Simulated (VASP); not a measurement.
# MgS in VASP: one cell, several levels of theory

Zincblende MgS, under -5.2 % strain along z alone is computed at one geometry. Runs: PBE, r2SCAN. The results are then set beside those of Ansatz 0.2.0 for the same cell. This is a trial cell built on a prototype, not taken from a measured structure, and it needn't be the compound's ground state.

The runs shown are made with VASP 6.6.1. PAW datasets, plane waves. Spin-unpolarised throughout. Whether this structure exists isn't addressed.

**1. Starting point**

The cell comes from an earlier relaxation with r2SCAN in another program, then strained, with the atoms relaxed again.

Space group I-4m2 (No. 119), tetragonal; a = 4.003 Å, c = 5.370 Å in the conventional setting, 21.52 Å³ an atom. Mg has 4 S at 2.41 Å; S has 4 Mg at 2.41 Å.

The structure in full:

Space group I-4m2 (No. 119). a = 4.003 Å, b = 4.003 Å, c = 5.370 Å, α = 90.00°, β = 90.00°, γ = 90.00°
| atom | site | symmetry | x | y | z |
| --- | --- | --- | --- | --- | --- |
| Mg | 2a | -4m2 | 0.0000 | 0.0000 | 0.0000 |
| S | 2c | -4m2 | 0.0000 | 0.5000 | 0.2500 |

**2. PBE**

INCAR

```
ENCUT = 520.000000
SIGMA = 0.020000
EDIFF = 1.00e-07
GGA = PE
PREC = Accurate
IBRION = -1
ISIF = 2
ISMEAR = -1
NBANDS = 11
NELM = 120
NSW = 0
LASPH = .TRUE.
LCHARG = .FALSE.
LWAVE = .FALSE.
LREAL = .FALSE.
```

KPOINTS

```
KPOINTS created by Atomic Simulation Environment
0
Gamma
8 8 8
0 0 0
```

KPOINTS_OPT

```
special points
6
Reciprocal
0.0000000000 0.0000000000 0.0000000000 1
-0.5000000000 -0.5000000000 0.0000000000 1
-0.3750000000 -0.3750000000 0.2500000000 1
-0.3750000000 0.0000000000 0.3750000000 1
0.0000000000 0.0000000000 0.5000000000 1
-0.5000000000 -0.2500000000 0.2500000000 1
```

POSCAR

```
Mg S
 1.0000000000000000
     0.0000000000000000    2.8308768389000001    2.6850866817000001
     2.8308768389000001    0.0000000000000000    2.6850866817000001
     2.8308768389000001    2.8308768389000001    0.0000000000000000
 Mg  S
   1   1
Cartesian
  0.0000000000000000  0.0000000000000000  0.0000000000000000
  1.4154384194500000  1.4154384194500000  1.3425433408499998
```

Potentials: the recommended PBE PAW datasets, 8 valence electrons in the neutral cell.

Run with:

```bash
mpirun -np 1 vasp_std
```

Standard output, without the iteration lines:

```text
POSCAR found type information on POSCAR MgS
 POSCAR found :  2 types and       2 ions
 LDA part: xc-table for (Slater+PW92), standard interpolation
 POSCAR, INCAR and KPOINTS ok, starting setup
 FFT: planning ... GRIDC
 FFT: planning ... GRID_SOFT
 FFT: planning ... GRID
 WAVECAR not read
 entering main loop
 Start KPOINTS_OPT (optional k-point list driver)
k-point batch [1-6\6]
```

OSZICAR:

```text
N       E                     dE             d eps       ncg     rms          rms(c)
DAV:   1     0.251746863377E+02    0.25175E+02   -0.35193E+03  1330   0.582E+02
DAV:   2    -0.707150239942E+01   -0.32246E+02   -0.30580E+02  1630   0.102E+02
DAV:   3    -0.892523758778E+01   -0.18537E+01   -0.18510E+01  1610   0.261E+01
DAV:   4    -0.893974598043E+01   -0.14508E-01   -0.14507E-01  1562   0.280E+00
DAV:   5    -0.893991285066E+01   -0.16687E-03   -0.16687E-03  1710   0.297E-01    0.418E+00
DAV:   6    -0.845915010034E+01    0.48076E+00   -0.11568E+00  1433   0.408E+00    0.325E+00
DAV:   7    -0.842209671853E+01    0.37053E-01   -0.27675E-01  1526   0.217E+00    0.254E+00
DAV:   8    -0.842933470814E+01   -0.72380E-02   -0.22040E-02  1439   0.900E-01    0.142E+00
DAV:   9    -0.842853965753E+01    0.79505E-03   -0.23292E-03  1463   0.243E-01    0.415E-01
DAV:  10    -0.842872364056E+01   -0.18398E-03   -0.55131E-04  1490   0.112E-01    0.837E-02
DAV:  11    -0.842872809365E+01   -0.44531E-05   -0.50989E-05  1543   0.296E-02    0.445E-02
DAV:  12    -0.842872945063E+01   -0.13570E-05   -0.50884E-06  1505   0.116E-02    0.605E-03
DAV:  13    -0.842872944844E+01    0.21926E-08   -0.20552E-07  1616   0.240E-03
   1 F= -.84287294E+01 E0= -.84287294E+01  d E =-.271344E-11
       N       E                     dE             ncg
DAV:   1     0.934064404734E+03   -0.12430E+04      140
DAV:   2     0.767949154029E+03   -0.16612E+03      153
DAV:   3     0.758922548568E+03   -0.90266E+01      181
DAV:   4     0.758862305836E+03   -0.60243E-01      169
DAV:   5     0.758861656694E+03   -0.64914E-03      173
DAV:   6     0.758861646392E+03   -0.10302E-04      175
DAV:   7     0.758861646169E+03   -0.22358E-06      183
DAV:   8     0.758861646165E+03   -0.41721E-08      150
```

The lines after F= are the extra pass for the points of KPOINTS_OPT, at fixed density; their E is not a total energy.

OUTCAR, selected sections:

```text
k-points           NKPTS =     59   k-points in BZ     NKDIM =     59   number of bands    NBANDS=     11

   NELECT =       8.0000    total number of electrons

   dimension x,y,z NGX =    30 NGY =   30 NGZ =   30
   dimension x,y,z NGXF=    60 NGYF=   60 NGZF=   60

  energy-cutoff  :      520.00
  volume of cell :       43.04
      direct lattice vectors                 reciprocal lattice vectors
     0.000000000  2.830876839  2.685086682    -0.176623721  0.176623721  0.186213728
     2.830876839  0.000000000  2.685086682     0.176623721 -0.176623721  0.186213728
     2.830876839  2.830876839  0.000000000     0.176623721  0.176623721 -0.186213728

 k-points in reciprocal lattice and weights: KPOINTS created by Atomic Simulation Env
   0.00000000  0.00000000  0.00000000       0.002
   0.12500000 -0.00000000  0.00000000       0.016
   0.25000000 -0.00000000  0.00000000       0.016
   0.37500000 -0.00000000  0.00000000       0.016
   0.50000000 -0.00000000  0.00000000       0.008
   0.12500000  0.12500000  0.00000000       0.004
   0.25000000  0.12500000  0.00000000       0.016
   0.37500000  0.12500000  0.00000000       0.016
[... 51 more k-points ...]

 E-fermi :   1.9017

 k-point     1 :       0.0000    0.0000    0.0000
  band No.  band energies     occupation
      1     -10.0416      2.00000
      2       1.3672      2.00000
      3       1.3672      2.00000
      4       1.4927      2.00000
      5       5.1237      0.00000
      6       9.4835      0.00000
      7       9.4835      0.00000
      8       9.5433      0.00000
      9      11.8994      0.00000
     10      12.7384      0.00000
     11      15.2034      0.00000

 k-point     2 :       0.1250   -0.0000    0.0000
  band No.  band energies     occupation
      1      -9.9448      2.00000
      2       0.6980      2.00000
      3       1.2958      2.00000
      4       1.4108      2.00000
      5       5.7956      0.00000
      6       9.3134      0.00000
      7       9.6397      0.00000
      8       9.7347      0.00000
      9      11.5373      0.00000
     10      12.1749      0.00000
     11      14.8459      0.00000

 k-point     3 :       0.2500   -0.0000    0.0000
  band No.  band energies     occupation
      1      -9.6926      2.00000
      2      -0.5356      2.00000
      3       1.1356      2.00000
      4       1.3140      2.00000
      5       6.6230      0.00000
      6       9.3574      0.00000
      7       9.4914      0.00000
      8       9.9521      0.00000
      9      11.9077      0.00000
     10      12.0116      0.00000
     11      14.0153      0.00000

 k-point     4 :       0.3750   -0.0000    0.0000
  band No.  band energies     occupation
      1      -9.4075      2.00000
      2      -1.5236      2.00000
      3       0.9898      2.00000
      4       1.2276      2.00000
      5       6.7270      0.00000
      6       9.0449      0.00000
      7       9.5535      0.00000
      8      10.0908      0.00000
      9      13.1369      0.00000
     10      13.4539      0.00000
     11      14.0881      0.00000

 k-point     5 :       0.5000   -0.0000    0.0000
  band No.  band energies     occupation
      1      -9.2769      2.00000
      2      -1.9017      2.00000
      3       0.9329      2.00000
      4       1.1939      2.00000
      5       6.6704      0.00000
      6       8.8601      0.00000
      7       9.4390      0.00000
      8      10.2814      0.00000
      9      14.4958      0.00000
     10      14.6397      0.00000
     11      15.0495      0.00000

 k-point     6 :       0.1250    0.1250    0.0000
  band No.  band energies     occupation
      1      -9.9037      2.00000
      2       0.7665      2.00000
      3       1.1501      2.00000
      4       1.1501      2.00000
      5       6.0743      0.00000
      6       8.9185      0.00000
      7       9.9132      0.00000
      8       9.9132      0.00000
      9      11.4504      0.00000
     10      12.1940      0.00000
     11      15.7731      0.00000

 k-point     7 :       0.2500    0.1250    0.0000
  band No.  band energies     occupation
      1      -9.6961      2.00000
      2      -0.2118      2.00000
      3       0.9464      2.00000
      4       1.0869      2.00000
      5       6.8441      0.00000
      6       8.6207      0.00000
      7       9.9348      0.00000
      8      10.1057      0.00000
      9      11.2312      0.00000
     10      12.6152      0.00000
     11      15.0225      0.00000

 k-point     8 :       0.3750    0.1250    0.0000
  band No.  band energies     occupation
      1      -9.4174      2.00000
      2      -1.2084      2.00000
      3       0.8062      2.00000
      4       0.9470      2.00000
      5       7.0682      0.00000
      6       8.9206      0.00000
      7       9.6108      0.00000
      8       9.7171      0.00000
      9      12.3861      0.00000
     10      14.0028      0.00000
     11      14.8227      0.00000

 k-point     9 :       0.5000    0.1250    0.0000
  band No.  band energies     occupation
      1      -9.2359      2.00000
      2      -1.7386      2.00000
      3       0.7807      2.00000
      4       0.7957      2.00000
      5       7.0746      0.00000
      6       8.5709      0.00000
      7       9.3494      0.00000
      8      10.5878      0.00000
      9      13.3371      0.00000
     10      15.0393      0.00000
     11      15.7751      0.00000

 k-point    10 :      -0.3750    0.1250    0.0000
  band No.  band energies     occupation
      1      -9.2915      2.00000
      2      -1.5911      2.00000
      3       0.6987      2.00000
      4       0.9173      2.00000
      5       7.2413      0.00000
      6       8.4852      0.00000
      7       9.2973      0.00000
      8      10.6320      0.00000
      9      13.0481      0.00000
     10      14.6160      0.00000
     11      15.1707      0.00000

 k-point    11 :      -0.2500    0.1250    0.0000
  band No.  band energies     occupation
      1      -9.5384      2.00000
      2      -0.8536      2.00000
      3       0.7758      2.00000
      4       1.1147      2.00000
      5       7.2733      0.00000
      6       8.8442      0.00000
      7       9.6073      0.00000
      8       9.7309      0.00000
      9      11.3286      0.00000
     10      13.5662      0.00000
     11      15.3324      0.00000

[... the tables of k-points 12 to 59 left out ...]

  Total        1.1049133      1.1049133      1.2866493      0.0000000      0.0000000     -0.0000000
  in kB       41.1347166     41.1347166     47.9005507      0.0000000      0.0000000     -0.0000000
  external PRESSURE =      43.3899946 kB  Pullay stress =       0.0000000 kB

 POSITION                                       TOTAL-FORCE (eV/Angst)
 -----------------------------------------------------------------------------------
      0.00000      0.00000      0.00000         0.000000      0.000000      0.000000
      1.41544      1.41544      1.34254        -0.000000     -0.000000      0.000000
 -----------------------------------------------------------------------------------
    total drift:                               -0.000000     -0.000000     -0.000000

  FREE ENERGIE OF THE ION-ELECTRON SYSTEM (eV)
  ---------------------------------------------------
  free  energy   TOTEN  =        -8.4287294484 eV

  energy  without entropy=       -8.4287294484  energy(sigma->0) =       -8.42872945
```

Hardware: 1 MPI rank of Intel Xeon 6975P-C, shared host.

The levels at the points of KPOINTS_OPT are read from vasprun.xml.

Levels at the named points, in eV from the top of band v (v: the last filled band by count, c: the next):

```tsv
point	v−1	v	c	c+1
Γ	-0.13	0.00	3.63	7.99
X	-1.35	-1.35	3.68	5.37
U	-2.11	-1.11	4.60	6.77
K	-2.07	-0.86	4.84	7.17
L	-0.56	-0.30	5.18	7.37
W	-2.01	-1.50	5.37	7.85
```

Gap with PBE: 3.63 eV, direct (Γ). Pressure: 4.34 GPa; the forces vanish within 0.01 eV/Å.

[end of part 1 of 2]
